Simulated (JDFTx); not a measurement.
P:

```
P
1.0
     1.64774   -5.46504    0.00000
     1.64774    5.46504    0.00000
     0.00000    0.00000    4.54364
P
4
Direct
  0.90414 0.09586 0.58882
  0.09586 0.90414 0.41118
  0.59586 0.40414 0.08882
  0.40414 0.59586 0.91118
```

| Quantity | Value |
| --- | --- |
| Program | JDFTx 1.7.0 (patched build) |
| Task | single point |
| Functional | PBE |
| Potentials or basis | PseudoDojo-SR-PBE-0.5-standard |
| Cutoff | 599 eV |
| Density cutoff | 4789 eV |
| k mesh | 8 × 8 × 6 |
| Occupations | fermi-dirac, width 0.05 eV |
| Spin | no spin polarisation |

On this cell: pressure 2.1 GPa; largest force 0.353 eV/Å; band gap on the k mesh 0.09 eV, direct.

The same run follows on a disturbed copy (atoms moved at random, drawn with an rms of 0.05 Å):

```
CELL_PARAMETERS angstrom
1.64774 -5.46504 0.00000
1.64774 5.46504 0.00000
0.00000 0.00000 4.54364
ATOMIC_POSITIONS crystal
P 0.91262 0.10718 0.59324
P 0.09423 0.90635 0.41410
P 0.59181 0.40672 0.09350
P 0.40068 0.58277 0.90595
```

**Question.** What changes?

**Answer.** The energy moves by +25.0 meV/atom; pressure 4.0 GPa; largest force 1.490 eV/Å; band gap on the k mesh 0.30 eV, direct.

Forces on the atoms (eV/Å):
```
P   -0.749  0.048 -0.734
P   -0.027 -0.076  0.212
P    0.037 -0.978 -0.291
P    0.739  1.006  0.813
```

Stress tensor (GPa, compression positive):
```
 2.93 -0.13  1.75
-0.13  4.70  0.13
 1.75  0.13  4.41
```

Caveats: the empty levels aren't tightly converged (some runs).

A k mesh can miss the band edges.
